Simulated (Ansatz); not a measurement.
Here is an Ansatz 0.2.0 calculation.

The input input.yaml:

```yaml
crystal:
  lattice:
    - [0.0, 1.89785, 1.89785]
    - [1.89785, 0.0, 1.89785]
    - [1.89785, 1.89785, 0.0]
  atoms:
    - { symbol: Rh, position: [0.0, 0.0, 0.0] }
hamiltonian:
  xc: r2scan0
  pseudopotentials: { kind: paw }
kpoints:
  mp_grid: { grid: [6, 6, 6] }
scf:
  occupations: { method: fermi_dirac, width: 0.05 }
output:
  forces: true
  stress: true
  eigenvalues: true
```

Potentials or basis: Ansatz PAW.

Launch:

```bash
$ ansatz run input.yaml --threads 2 --pin off --max-ram 5632MiB --backend cpu --events-out ev --progress --plain --runs-dir out
```

Q: What does it give for the pressure?

A: -6.4 GPa.

Q: Estimate the band gap on the k mesh.

A: None (metal or under the smearing width).

Caveat: the k mesh is coarse (spacing up to 0.48 Å⁻¹), so the values aren't converged, least of all with exact exchange; the PAW data sets come from PBE, with cores solved anew for the run's functional, which leaves a small shift of forces and pressure; the thresholds are loose for stress.
